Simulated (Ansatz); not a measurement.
## A point defect in WSe₂

Level of theory: DFT PBE+D3(BJ), scalar-relativistic, plane waves, PAW in Ansatz 0.2.0. Run with 420 eV cutoff, 2×2×2 k-mesh, Gaussian smearing of 0.01 eV, collinear spin in charge +1, +3 alone.

Host crystal, relaxed:

```
W Se
1.0
     3.27904    0.00000    0.00000
    -1.63952    2.83973    0.00000
     0.00000    0.00000   12.79282
W Se
2 4
Direct
  0.66667 0.33333 0.25002
  0.33333 0.66667 0.74998
  0.33333 0.66667 0.38168
  0.66667 0.33333 0.88164
  0.33333 0.66667 0.11836
  0.66667 0.33333 0.61832
```

Supercell of 42 atoms, rows in host cell vectors: 3 2 0; -1 -3 0; 0 0 -1. Atoms relax at the host's cell, keeping the symmetry that the supercell leaves at the site. The cell is small, so energies carry finite-size errors of tenths of an eV. The host's Kohn–Sham gap is 0.87 eV. Atoms are taken from and returned to the elements' standard states. Charged cells are corrected for image charges with the computed static dielectric tensor (mean 13.2) and aligned with the host's potential at far atoms (alignment terms reach 0.82 eV; the program doubts the alignment in some charges, where it is up to 0.82 eV). No band-filling term is added, and the Fermi level counts from the host's valence band top.

Spin-orbit coupling is left out, which matters for the bands and energies of heavy elements.

The defect is an interstitial at (0.000, 0.000, 0.192) of the host cell.

| charge | E_f at the valence band top (eV) | over the neutral state (eV) | moment (μB) | largest move (Å) | atoms near the site |
| --- | --- | --- | --- | --- | --- |
| +3 | 5.13 | -1.98 | 3.00 | 2.41 | 6 Se at 2.52 Å |
| +2 | 6.32 | -0.78 | 0.00 | 1.94 | 3 Se at 2.37 Å, 3 Se at 2.73 Å |
| +1 | 6.59 | -0.51 | 0.25 | 1.87 | 3 Se at 2.35 Å, 3 Se at 2.78 Å |
| 0 | 7.11 | 0.00 | 0.00 | 1.80 | 3 Se at 2.35 Å, 3 Se at 2.83 Å |

Among the charges computed the stable one is +3 at the valence band top, changing to 0 at 0.66 eV. In charge +2, +1 the cell has partly filled bands: a level of the defect may be part filled, the carrier may sit in the host's bands, or levels may cross between the k points, so transitions that involve it are doubtful. Without the alignment that the program doubts, the level (+1/0) would lie at 1.00 eV, outside the gap, so these runs don't decide whether the defect changes charge there. Other sites of the defect weren't tried. Fractional moments come from partly filled bands of the small cell.

(1) Which element is it? Judge by the nearest distance in charge 0 and covalent radii.
A. Cs
B. K
C. W
D. Sr
E. Ca

Answers

(1) C. The nearest neighbour is Se at 2.35 Å, and the summed covalent radii with Se are 2.96 Å for Ca, 3.64 Å for Cs, 3.23 Å for K, 3.15 Å for Sr, 2.82 Å for W, so W fits best. Bonds can miss such sums by a tenth of an ångström or more.